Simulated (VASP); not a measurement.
# Band offsets on CdS (110), part 3 of 3

Wanted: valence and conduction offsets of InP, CdSe and ZnSe on CdS (110), and what a better gap does to them.

VASP 6.6.1, plane waves and PAW; the level of theory is named at each step.

So far. Step 7 (Bulk band edges, LDA): The run ends at a pressure of -2.84 GPa, with forces up to 0.0027 eV/Å.

### 11. Potential of the interface, LDA

The core potentials in the middle of each layer tie the two bulk scales together.

Level: LDA; plane waves and PAW (Cd, S, Zn, Se).

Input file INCAR:

```
SYSTEM = ZnCdSeS
PREC = Accurate
ENCUT = 420
EDIFF = 1E-06
NELM = 120
ISMEAR = 0
SIGMA = 0.05
LREAL = .FALSE.
ALGO = Normal
GGA = CA
NBANDS = 161
LASPH = .TRUE.
LORBIT = 11
LWAVE = .FALSE.
LCHARG = .TRUE.
KPAR = 2
NCORE = 2
LVHAR = .TRUE.
NEDOS = 1500
```

Input file POSCAR:

```
ZnCdSeS
1.0
    4.0751085090      0.0000000000      0.0000000000
    0.0000000000      5.7624219150      0.0000000000
    0.0000000000      0.0000000000     23.7558658620
Cd S Zn Se
6 6 6 6
Direct
    0.0000000000      0.0144666785      0.9988021250
    0.5000000000      0.5163139244      0.0836588136
    0.0000000000      0.0161867079      0.1711388354
    0.5000000000      0.5161867079      0.2557212716
    0.0000000000      0.0163139244      0.3432012934
    0.5000000000      0.5144666785      0.4280579820
    0.5000000000      0.2691440108      0.9969969675
    0.0000000000      0.7676198313      0.0852516845
    0.5000000000      0.2672913479      0.1698286090
    0.0000000000      0.7672913479      0.2570314980
    0.5000000000      0.2676198313      0.3416084225
    0.0000000000      0.7691440108      0.4298631395
    0.0000000000      0.9897548772      0.5104286940
    0.5000000000      0.4880342939      0.5930131382
    0.0000000000      0.9867555483      0.6723607044
    0.5000000000      0.4867555483      0.7544994036
    0.0000000000      0.9880342939      0.8338469688
    0.5000000000      0.4897548772      0.9164314130
    0.5000000000      0.2270909394      0.5128804634
    0.0000000000      0.7290153852      0.5911868176
    0.5000000000      0.2283264553      0.6735730205
    0.0000000000      0.7283264553      0.7532870875
    0.5000000000      0.2290153852      0.8356732894
    0.0000000000      0.7270909394      0.9139796436
```

Input file KPOINTS:

```
Automatic mesh
0
Gamma
6 4 1
0 0 0
```

Potentials, in the order of the species: Cd, S, Zn and Se (LDA family, release 64).

Run with:

```console
mpirun -np 4 vasp_std
```

Output:

```text
[banner, memory and clock lines left out]
running    4 mpi-ranks, on    1 nodes
[...]
|                                                                             |
|               ----> ADVICE to this user running VASP <----                  |
|                                                                             |
|     You have a (more or less) 'large supercell' and for larger cells it     |
|     might be more efficient to use real-space projection operators.         |
|     Therefore, try LREAL= Auto in the INCAR file.                           |
|     Mind: For very accurate calculation, you might also keep the            |
|     reciprocal projection scheme (i.e. LREAL=.FALSE.).                      |
|                                                                             |

 LDA part: xc-table for (Slater(with rela. corr.)+CA(PZ))
 , standard interpolation
 POSCAR, INCAR and KPOINTS ok, starting setup
[...]
entering main loop
       N       E                     dE             d eps       ncg     rms          rms(c)
DAV:   1     0.175775359853E+04    0.17578E+04   -0.81931E+04  3864   0.121E+03
DAV:   2     0.151577812665E+03   -0.16062E+04   -0.14914E+04  3864   0.328E+02
DAV:   3    -0.810598184012E+02   -0.23264E+03   -0.22423E+03  4300   0.128E+02
DAV:   4    -0.933304308351E+02   -0.12271E+02   -0.12138E+02  4424   0.299E+01
[...]
DAV:  12    -0.885332154661E+02   -0.54375E-05   -0.29206E-04  5184   0.189E-01    0.617E-02
DAV:  13    -0.885332160636E+02   -0.59746E-06   -0.80355E-05  5296   0.620E-02    0.232E-02
DAV:  14    -0.885332157747E+02    0.28885E-06   -0.87804E-06  4184   0.143E-02
   1 F= -.88533216E+02 E0= -.88533216E+02  d E =-.397578E-11
```

Elapsed: 2.5 min, on 4 MPI ranks of AMD EPYC 9R45, shared host; peak memory 1.7 GiB.

OUTCAR, selected parts (step 11):

```text
  Total       -8.5820768     -6.2934823     -0.2320167      0.0000000      0.0000000      0.0000000
  in kB      -24.6483518    -18.0753411     -0.6663690      0.0000000      0.0000000      0.0000000
  external PRESSURE =     -14.4633540 kB  Pullay stress =       0.0000000 kB

 POSITION                                       TOTAL-FORCE (eV/Angst)
 -----------------------------------------------------------------------------------
      0.00000      0.08336     23.72741         0.000000      0.019311     -0.011703
      2.03755      2.97522      1.98739         0.000000      0.018640     -0.007079
      0.00000      0.09327      4.06555         0.000000      0.024190      0.010410
      2.03755      2.97449      6.07488         0.000000      0.024190     -0.010410
      0.00000      0.09401      8.15304         0.000000      0.018640      0.007079
      2.03755      2.96457     10.16889         0.000000      0.019311      0.011703
      2.03755      1.55092     23.68453         0.000000     -0.021830      0.007403
      0.00000      4.42335      2.02523         0.000000     -0.014050     -0.008863
      2.03755      1.54025      4.03443         0.000000     -0.007965     -0.010329
      0.00000      4.42146      6.10601         0.000000     -0.007965      0.010329
      2.03755      1.54214      8.11520         0.000000     -0.014050      0.008863
      0.00000      4.43213     10.21177         0.000000     -0.021830     -0.007403
      0.00000      5.70339     12.12568         0.000000      0.010703     -0.000674
      2.03755      2.81226     14.08754         0.000000      0.019210     -0.007370
[...]
-----------------------------------------------------------------------------------
    total drift:                                0.000000      0.003998      0.000564

  FREE ENERGIE OF THE ION-ELECTRON SYSTEM (eV)
  ---------------------------------------------------
  free  energy   TOTEN  =       -88.5332157747 eV

  energy  without entropy=      -88.5332157747  energy(sigma->0) =      -88.53321577

[... 1 part as in an earlier step ...]

[... 2 further parts left out ...]
[key lines of the parts left out:]
E-fermi :   1.8326
```

Numbers from this step:

* energy(sigma→0) of the program: -88.5332 eV
* stress, compression positive: xx, yy, zz -2.46, -1.81, -0.07 GPa

By hand, at LDA: the valence top lies 66.193 eV above the mean core potential (averaged over elements) in bulk CdS and 51.934 eV in strained ZnSe. In the interface cell the mean core potential in the middle of ZnSe less that in the middle of CdS is 14.734 eV. The valence offset is 51.934 − 66.193 + (14.734) = 0.48 eV.

### 12. The table

Hybrid runs start from orbitals of a short LDA run, not shown.

Runs beyond LDA use the data sets made with LDA; this shifts their levels slightly, and their total energies have another zero.

The other members went through these steps as far as the tables show, with one cutoff; 33 runs are not shown. The session took 13 core hours (wall time by ranks) on a shared machine.

Line-up of core potentials from the interface at LDA; other levels change the bulk edges alone, each counted from the mean potential of its bulk cell. Gaps of the substrate: LDA 0.97 eV, HSE06 2.28 eV, HSE06 with spin-orbit coupling 2.26 eV.

```csv
partner,atoms,"mean in-plane stress of the strained partner, tension positive (GPa)",gap of the whole cell (eV),largest spread of the line-up between elements of one side (eV)
InP,24,-1.5,0.45,0.01
CdSe,24,-3.2,0.39,0.00
ZnSe,24,4.3,0.91,0.00
```

At LDA:

```csv
partner,"valence-band top of the partner above the substrate's, LDA (eV)","conduction-band bottom of the partner above the substrate's, LDA (eV)","gap of the strained partner, LDA (eV)"
InP,0.76,0.40,0.62
CdSe,0.62,-0.06,0.30
ZnSe,0.48,0.34,0.84
```

At HSE06:

```csv
partner,"valence-band top of the partner above the substrate's, HSE06 (eV)","conduction-band bottom of the partner above the substrate's, HSE06 (eV)","gap of the strained partner, HSE06 (eV)"
InP,0.96,0.33,1.65
CdSe,0.71,-0.07,1.50
ZnSe,0.52,0.43,2.19
```

At HSE06 with spin-orbit coupling:

```csv
partner,"valence-band top of the partner above the substrate's, HSE06 with spin-orbit coupling (eV)","conduction-band bottom of the partner above the substrate's, HSE06 with spin-orbit coupling (eV)","gap of the strained partner, HSE06 with spin-orbit coupling (eV)"
InP,0.97,0.33,1.62
CdSe,0.79,-0.07,1.41
ZnSe,0.58,0.43,2.11
```

### 13. What came out

```
InP, HSE06 with spin-orbit coupling  : valence +0.97 eV, conduction +0.33 eV
CdSe, HSE06 with spin-orbit coupling : valence +0.79 eV, conduction -0.07 eV
ZnSe, HSE06 with spin-orbit coupling : valence +0.58 eV, conduction +0.43 eV
```

InP at HSE06 with spin-orbit coupling: the edges are staggered (type II). CdSe at HSE06 with spin-orbit coupling: its gap lies inside the substrate's (type I). ZnSe at HSE06 with spin-orbit coupling: the edges are staggered (type II). Going from LDA to HSE06 with spin-orbit coupling moves the valence offsets of InP, CdSe and ZnSe by 0.11 to 0.21 eV. Offsets and overlaps of about 0.3 eV or less are within the errors that the gaps of this level can carry, so their sign, and the type with it, is not secure. CdSe and ZnSe are under more than 3 GPa of in-plane stress along one axis or both, more than a thick film would hold. Levels beyond the first ran on coarser meshes, which moves edges by some hundredths of an eV. The bounds that sort cases in this text are picked. The interfaces are ideal and a few layers thick: no intermixing, defects or band bending. All crystals are in the zinc-blende or diamond form.

[Lines on the potential files, build, host, timing and source positions are cut from VASP's logs without a mark.]

[Logs are printed without paths, hosts, clocks, repeated set-up lines and the standing remarks that a program may print on its own settings, such as how far it seeks lower states.]

[Hosts, paths, dates, database ids (printed as entryN), source tags and the programs' standing remarks are cut or masked in the printed files.]

[In band tables of VASP the shares of atoms and orbitals are scaled to a sum of 1 inside the atoms' spheres.]
